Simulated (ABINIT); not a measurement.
Input of an ABINIT 10.8.3 (patched build) run:

File run.abi:

```
# Pseudopotentials
pp_dirpath "./"
pseudos "Hg.upf, Se.upf"

# Structure
acell 4.2977950161 4.2977950161 4.2977950161 Angstrom
rprim
     0.0000000000     0.7071067812     0.7071067812
     0.7071067812     0.0000000000     0.7071067812
     0.7071067812     0.7071067812     0.0000000000
ntypat 2
znucl 80 34
natom 2
typat 1 2
xred
     0.0000000000     0.0000000000     0.0000000000
     0.7500000000     0.7500000000     0.7500000000

# Plane-wave basis
ecut 39.0

# k points
kptopt 1
ngkpt 6 6 6
nshiftk 1
shiftk 0.0 0.0 0.0

# Exchange and correlation
ixc 11

# Bands and occupations
nband 44
occopt 3
tsmear 0.05 eV

# Spin
nspinor 2
nspden 1
so_psp 2*1

# SCF cycle
nstep 100
tolvrs 1.0e-10

# Output
iomode 3
prtwf 0
prtden 0
prteig 0
prtebands 0
```

Potentials or basis: PseudoDojo NC FR PBE v0.4 standard.

Run with:

```sh
$ mpirun --bind-to none -np 4 abinit run.abi > log 2>&1
```

(1) What does it give for the band gap on the k mesh?

(2) Predict the pressure.

## Answers

(1) none (metal or under the smearing width).

(2) 3.9 GPa.
